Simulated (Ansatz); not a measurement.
# What a change of settings does to a run on GaAs

The cell is COD entry 9008845, as deposited and not checked against the literature; nothing was relaxed. The listed cell was then made from it by scaling, straining or moving an atom.

First run: DFT, PBE, PAW with Ansatz's default frozen-core files, scalar-relativistic (Ansatz 0.2.0).

Command: `ansatz run input.yaml --threads 1 --pin off --max-ram 2048MiB --backend cpu --events-out ev --progress --plain --runs-dir out` The run took about 11 s on 1 thread of a shared machine.

```yaml
crystal:
  lattice:
    - [0.0, 2.8410911482, 2.7985815]
    - [2.8410911482, 0.0, 2.7985815]
    - [2.8410911482, 2.8410911482, 0.0]
  atoms:
    - { symbol: Ga, position: [0.0, 0.0, 0.0] }
    - { symbol: As, position: [0.75, 0.75, 0.75] }
kpoints:
  mp_grid: { grid: [11, 11, 11] }
scf:
  occupations: { method: fermi_dirac, width: 0.05 }
hamiltonian:
  xc: pbe
  pseudopotentials: { kind: paw }
output:
  forces: true
  stress: true
  eigenvalues: true
  efg: { contact_densities: true }
```

Result: converged; pressure 3.29 GPa; gap on the k mesh 0.46 eV (the mesh can miss the band edges); 6 SCF iterations.

The input is then changed:

```diff
@@ -14,4 +14,5 @@
   xc: pbe
   pseudopotentials: { kind: paw }
+  dispersion: d3bj
 output:
   forces: true
@@ -19,3 +20,4 @@
   eigenvalues: true
   efg: { contact_densities: true }
+accuracy: high
```

Question: Predict the outcome of the changed run.

Answer: It converged; pressure 0.81 GPa; gap on the k mesh 0.46 eV (the mesh can miss the band edges); 8 SCF iterations.
